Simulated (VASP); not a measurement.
A run of VASP 6.6.1:

Contents of INCAR:

```
  ALGO = Normal
  EDIFF = 1E-7
  EDIFFG = -0.005
  ENCUT = 600
  GGA = PS
  IBRION = 2
  ISIF = 3
  ISMEAR = 0
  LASPH = True
  LCHARG = False
  LREAL = False
  LWAVE = False
  NELM = 80
  NSW = 90
  PREC = Accurate
  SIGMA = 0.03
```

The input KPOINTS:

```
k-points
0
Gamma
  10 10 10
```

The input POSCAR:

```
InAs                                    
1.0
    0.0000000000      3.0454540627      3.0454540627
    3.0454540627      0.0000000000      3.0454540627
    3.0454540627      3.0454540627     -0.0000000000
  In              As            
     1     1
Direct
     0.0000000000000000    0.0000000000000000    0.0000000000000000
     0.2500000000000000    0.2500000000000000    0.2500000000000000
```

Potentials or basis: VASP PAW PBE potentials, release 64 (In_d, As).

The run is started by

```console
$ cat potpaw_PBE.64/In_d/POTCAR potpaw_PBE.64/As/POTCAR > POTCAR
$ mpirun -np 1 vasp_std > vasp.out
```

Hardware: 1 thread of Intel(R) Xeon(R) Platinum 8488C (Sapphire Rapids), on a shared host.

Question: Estimate the wall time of this run.

Answer: It took 38 s on 1 thread of Intel(R) Xeon(R) Platinum 8488C (Sapphire Rapids) (shared host), peak memory 0.23 GiB. Counts: scf iterations 14, k points 47, ion steps 1.
